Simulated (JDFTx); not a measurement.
## NiO: single point with PBE

NiO:

```
Ni O
1.0
     0.00000    2.08590    2.08590
     2.08590    0.00000    2.08590
     2.08590    2.08590    0.00000
Ni O
1 1
Direct
  0.00000 0.00000 0.00000
  0.50000 0.50000 0.50000
```

```
Program             : JDFTx 1.7.0 (patched build)
Task                : single point
Functional          : PBE
Potentials or basis : PseudoDojo-SR-PBE-0.5-standard
Cutoff              : 1333 eV
Density cutoff      : 10667 eV
k mesh              : 11 × 11 × 11
Occupations         : fermi-dirac, width 0.05 eV
Spin                : collinear spin, ferromagnetic start
Starting moments    : [1.0, 0.0] μB
```

```json
{"Pressure": "6.0 GPa", "Band gap on the k mesh": "none (metal or under the smearing width)", "Net moment": "1.83 μB per cell", "Absolute moment": "1.84 μB per cell", "Site moments": "Ni +1.47; O +0.36 μB", "Loewdin charges": "Ni +1.09; O -0.98 e"}
```

Levels at points of the mesh, in eV from the Fermi level:
Spin up:
```tsv
k point	band 9	band 10	band 11	band 12	band 13	band 14	band 15	band 16
(0.00, 0.00, 0.00)	-2.98	-2.98	-2.67	-2.67	-2.67	1.62	17.90	18.92
```
Spin down:
```csv
k point,band 8,band 9,band 10,band 11,band 12,band 13,band 14,band 15
"(0.00, 0.00, 0.00)",-2.41,-1.76,-1.76,-1.76,-0.49,-0.49,1.96,17.82
```

It took 4.9 min on 1 thread of Arm Neoverse V1, on a shared host, peak memory 0.22 GiB.

The gap isn't set beside the measured one, since this odd mesh misses points on the zone boundary.

Caveat: the atomic charges don't sum to the cell's charge; a cell with one magnetic atom can't hold antiferromagnetic order, which such compounds often take; semilocal functionals often make such compounds metallic where correlation or magnetic order opens a gap, which also shifts bond lengths.
